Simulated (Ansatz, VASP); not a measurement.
**Ru in VASP and in Ansatz**

```xyz
2
Lattice="2.7220 0.0000 0.0000 -1.3610 2.3573 0.0000 0.0000 0.0000 4.2969" Properties=species:S:1:pos:R:3 pbc="T T T"
Ru    0.0000    1.5715    1.0742
Ru    1.3610    0.7858    3.2227
```

Alike in both runs: functional PBE; k mesh 15 × 15 × 8; occupations fermi-dirac, width 0.15 eV; no spin polarisation.

Ansatz relaxed the structure, and its values are those at the end. VASP's run is a single point on that final structure, the one shown.

```csv
,VASP,Ansatz
version,VASP 6.6.1,Ansatz 0.2.0
potentials or method,"VASP PAW PBE potentials, release 64 (Ru_pv)","scalar-relativistic, plane waves, PAW"
plane-wave cutoff (eV),520,420
valence electrons in the cell,28,32
```

Ansatz gave:

- gap on the k mesh at the Fermi level (eV): none
- pressure (GPa): 0.0

Task: Estimate VASP's values.

Result: gap on the k mesh at the Fermi level (eV): none; pressure (GPa): -0.1.

A gap of «none» marks a metal or a gap that the smearing closes. With one functional, cell and mesh, what is left measures potentials, basis and numerics. The two sets of potentials don't hold the same shells in valence.
